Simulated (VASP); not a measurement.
**Ce: single point with PBE**

Crystal: Ce.

```
Ce
1.0
    -1.94330    1.94330    1.94330
     1.94330   -1.94330    1.94330
     1.94330    1.94330   -1.94330
Ce
1
Direct
  0.00000 0.00000 0.00000
```

This isn't the form of Ce at room conditions, which is fcc.

```json
{"Program": "VASP 6.6.1", "Task": "single point", "Functional": "PBE", "Potentials or basis": "VASP PAW PBE potentials, release 64 (Ce)", "Cutoff": "900 eV", "k mesh": "17 × 17 × 17", "Occupations": "gaussian, width 0.05 eV", "Spin": "collinear spin, ferromagnetic start", "Starting moments": "[1.0] μB"}
```

The pressure is -1.6 GPa and the band gap on the k mesh is none (metal or under the smearing width). The net moment is 0.00 μB per cell. The valence electrons inside the program's atomic spheres are Ce 9.80.

Levels at points of the mesh, in eV from the Fermi level:
Spin up:
```csv
k point,band 4,band 5,band 6,band 7,band 8,band 9
"(0.00, 0.00, 0.00)",-16.20,-3.00,0.09,0.09,0.09,0.83
```
Spin down:
```csv
k point,band 3,band 4,band 5,band 6,band 7,band 8,band 9,band 10
"(0.00, 0.00, 0.00)",-16.20,-16.20,-3.00,0.09,0.09,0.09,0.83,0.83
```

Wall time 4.1 min on 1 thread of Intel(R) Xeon(R) 6975P-C (Granite Rapids), on a shared host, peak memory 0.49 GiB.

Caveat: the magnetic or orbital state may not be the lowest; spin-orbit coupling is left out, which moves the levels of the heavy elements. The state reached can hang on the start; a lower one may exist.
